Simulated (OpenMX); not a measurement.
## Se under changes of volume

One of the cells (27.806 Å³/atom); the others are scaled copies at fixed shape and fractional positions:

```
Se
1.0
     4.39512    0.00000    0.00000
    -2.19756    3.80628    0.00000
     0.00000    0.00000    4.98641
Se
3
Direct
  0.77460 0.77460 0.00000
  0.00000 0.22540 0.66667
  0.22540 0.00000 0.33333
```

* Program: OpenMX 3.8.5
* Functional: PBE
* Potentials or basis: OpenMX 2013 PBE set, Se7.0-s3p2d2, fixed grid of 36 × 36 × 48 points
* k mesh: 7 × 7 × 7
* Occupations: fermi-dirac, width 0.05 eV
* Spin: no spin polarisation

| volume (Å³/atom) | energy over the lowest point (meV/atom) | gap on the mesh (eV) | largest force (eV/Å) |
| --- | --- | --- | --- |
| 25.625 | 82.50 | 1.13 | 1.898 |
| 26.170 | 57.30 | 1.15 | 1.632 |
| 26.716 | ? | ? | ? |
| 27.806 | 11.07 | 1.20 | 0.925 |
| 28.351 | 3.83 | 1.21 | 0.714 |
| 28.896 | 0.00 | 1.22 | 0.516 |

What does the run at 26.716 Å³/atom give?

Energy over the lowest point 37.29 meV/atom; gap on the mesh 1.17 eV; largest force 1.381 eV/Å.

Worked out: A Birch-Murnaghan fit of order 3 (a polynomial in V^(-2/3)) to the other rows has its minimum at 29.32 Å³/atom, just outside them, with B0 = V·E''(V) = 44 GPa and B' = 4.8 at fixed shape and positions, which overstates the stiffness. It gives 37.32 meV/atom at 26.716 Å³/atom, against the run's 37.29. A straight line through the other rows of the gap, of slope 0.76 eV per unit of ln V, gives 1.16 eV, against the run's 1.17.

Energies are extrapolated to zero smearing.

Caveats: an odd mesh through Γ misses points on the zone boundary, where band edges often lie; the basis of atomic orbitals isn't converged, which shifts pressures, moduli and gaps; forces of over 1 eV/Å show positions far from the minimum, so gaps and moduli don't describe the material at rest (some runs). Spin-orbit coupling on Se is left out.
